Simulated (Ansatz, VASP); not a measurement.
# WSe4: VASP beside Ansatz

The input INCAR:

```
PREC = Accurate
ENCUT = 520
EDIFF = 1E-6
ISMEAR = 0
SIGMA = 0.1
LREAL = F
LASPH = T
NELM = 100
ALGO = Normal
ISIF = 2
LWAVE = F
LCHARG = T
GGA = PE
LELF = T
LVHAR = T
NBANDS = 27
```

The input KPOINTS:

```
regular mesh
0
Gamma
  4 4 4
```

POSCAR

```
WSe4
1.0
    4.9554599900      0.0000000000      0.0000000000
    0.0000000000      4.9554599900      0.0000000000
    0.0000000000      0.0000000000      4.9554599900
W Se
1 4
Direct
    0.0000000000      0.0000000000      0.0000000000
    0.5000000000      0.5000000000      0.5000000000
    0.0000000000      0.5000000000      0.5000000000
    0.5000000000      0.0000000000      0.5000000000
    0.5000000000      0.5000000000      0.0000000000
```

Input for Ansatz:

```yaml
crystal:
  lattice:
    - [4.95545999, 0.0, 0.0]
    - [0.0, 4.95545999, 0.0]
    - [0.0, 0.0, 4.95545999]
  atoms:
    - { symbol: W, position: [0.0, 0.0, 0.0] }
    - { symbol: Se, position: [0.5, 0.5, 0.5] }
    - { symbol: Se, position: [0.0, 0.5, 0.5] }
    - { symbol: Se, position: [0.5, 0.0, 0.5] }
    - { symbol: Se, position: [0.5, 0.5, 0.0] }
basis:
  ecutwfc: 420
kpoints:
  mp_grid: { grid: [4, 4, 4] }
hamiltonian:
  xc: pbe
scf:
  occupations: { method: gaussian, width: 0.1 }
  lower_state_search: "off"
output:
  forces: true
  stress: true
  eigenvalues: true
```

Change from the starting cell: species swapped into the Mn4N type (Pm-3m, No. 221).

Alike in both runs: task single point; functional PBE; k mesh 4 × 4 × 4; occupations gaussian, width 0.1 eV; no spin polarisation.

|  | VASP | Ansatz |
| --- | --- | --- |
| version | VASP 6.6.1 | Ansatz 0.2.0 |
| potentials or method | VASP PAW PBE potentials, release 64 (W_sv, Se) | scalar-relativistic, plane waves, PAW |
| plane-wave cutoff (eV) | 520 | 420 |
| valence electrons in the cell | 38 | 78 |

```tsv
	VASP	Ansatz	Ansatz less VASP
gap on the k mesh at the Fermi level (eV)	none	none	-
pressure (GPa)	-2.8	-2.9	-0.09
```

A gap of «none» marks a metal or a gap that the smearing closes. The two sets of potentials don't hold the same shells in valence.

Spin-orbit coupling is left out, which matters for the levels of W.
